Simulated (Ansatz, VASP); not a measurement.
**Two plane-wave programs on Ta**

The input INCAR:

```
PREC = Accurate ; ENCUT = 520
EDIFF = 1E-6 ; ISMEAR = 0
SIGMA = 0.1 ; LREAL = F
LASPH = T ; NELM = 100
ALGO = Fast ; ISIF = 2
LWAVE = F ; LCHARG = F
GGA = PE ; NBANDS = 12
```

KPOINTS

```
Automatic mesh
0
Gamma
  16 16 16
```

The input POSCAR:

```
Ta
1.0
    0.0000000000      2.1661598651      2.1661598651
    2.1661598651      0.0000000000      2.1661598651
    2.1661598651      2.1661598651      0.0000000000
Ta
1
Direct
    0.0000000000      0.0000000000      0.0000000000
```

Input for Ansatz:

```yaml
crystal:
  lattice:
    - [0.0, 2.1661598651, 2.1661598651]
    - [2.1661598651, 0.0, 2.1661598651]
    - [2.1661598651, 2.1661598651, 0.0]
  atoms:
    - { symbol: Ta, position: [0.0, 0.0, 0.0] }
basis:
  ecutwfc: 420
kpoints:
  mp_grid: { grid: [16, 16, 16] }
hamiltonian:
  xc: pbe
scf:
  occupations: { method: gaussian, width: 0.1 }
output:
  forces: true
  stress: true
  eigenvalues: true
```

Alike in both runs: task single point; functional PBE; k mesh 16 × 16 × 16; occupations gaussian, width 0.1 eV; no spin polarisation.

```csv
,VASP,Ansatz
version,VASP 6.6.1,Ansatz 0.2.0
potentials or method,"VASP PAW PBE potentials, release 64 (Ta_pv)","scalar-relativistic, plane waves, PAW"
plane-wave cutoff (eV),520,420
valence electrons in the cell,11,13
```

|  | VASP | Ansatz | Ansatz less VASP |
| --- | --- | --- | --- |
| gap on the k mesh at the Fermi level (eV) | none | none | - |
| pressure (GPa) | -12.7 | -12.6 | +0.06 |

A gap of «none» marks a metal or a gap that the smearing closes. The two sets of potentials don't hold the same shells in valence.

Spin-orbit coupling is left out, which matters for the levels of Ta.
